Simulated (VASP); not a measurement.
A run of VASP 6.6.1:

File INCAR:

```
PREC = Accurate
ENCUT = 520
EDIFF = 1E-6
ISMEAR = -1
SIGMA = 0.1
LREAL = F
LASPH = T
NELM = 60
ALGO = Normal
ISIF = 2
LWAVE = F
LCHARG = T
GGA = RP
LELF = T
LVHAR = T
NBANDS = 12
```

KPOINTS

```
regular mesh
0
Gamma
  21 21 21
```

Contents of POSCAR:

```
V
1.0
    2.4702514793      0.0000000000      0.0000000000
    0.0000000000      2.4702514793      0.0000000000
    0.0000000000      0.0000000000      2.4702514793
V
1
Direct
    0.0000000000      0.0000000000      0.0000000000
```

Potentials or basis: VASP PAW PBE potentials, release 64 (V_sv).

Command:

```bash
$ cat potpaw_PBE.64/V_sv/POTCAR > POTCAR
$ mpirun -np 1 vasp_std > vasp.out
```

Hardware: 1 thread of Intel(R) Xeon(R) Platinum 8259CL CPU @ 2.50GHz (Skylake/Cascade Lake), with other jobs on the host.

**Question.** How long does it take, and how much memory?

**Answer.** It took 30 s on 1 thread of Intel(R) Xeon(R) Platinum 8259CL CPU @ 2.50GHz (Skylake/Cascade Lake) (shared host), peak memory 0.15 GiB. Counts: scf iterations 11, k points 286.
